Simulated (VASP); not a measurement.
Here is a VASP 6.6.1 calculation.

The input INCAR:

```
ALGO = Normal
EDIFF = 1E-7
EDIFFG = -0.005
ENCUT = 600
GGA = PS
IBRION = 2
ISIF = 3
ISMEAR = 0
LASPH = T
LCHARG = F
LREAL = F
LWAVE = F
NELM = 80
NSW = 90
PREC = Accurate
SIGMA = 0.03
```

Contents of KPOINTS:

```
k-points
0
Gamma
  8 8 8
```

Contents of POSCAR:

```
InP                                     
1.0
   -0.0000000000      2.9393308163      2.9393308163
    2.9393308163      0.0000000000      2.9393308163
    2.9393308163      2.9393308163      0.0000000000
  In              P             
     1     1
Direct
     0.0000000000000000    0.0000000000000000    0.0000000000000000
     0.2500000000000000    0.2500000000000000    0.2500000000000000
```

Potentials or basis: VASP PAW PBE potentials, release 64 (In_d, P).

Launch:

```console
$ cat potpaw_PBE.64/In_d/POTCAR potpaw_PBE.64/P/POTCAR > POTCAR
$ mpirun -np 1 vasp_std > vasp.out
```

Task: Estimate the band gap on the k mesh.

Result: 0.57 eV, direct.

Final structure:
```
In P
1.0
     0.00000    2.93933    2.93933
     2.93933    0.00000    2.93933
     2.93933    2.93933    0.00000
In P
1 1
Direct
  0.00000 0.00000 0.00000
  0.25000 0.25000 0.25000
```

Caveat: the relaxation stopped at its first step, so nothing moved; spin-orbit coupling is left out, which moves the levels of the heavy elements. A hybrid or GW would open this gap; PBEsol tends to underestimate it.
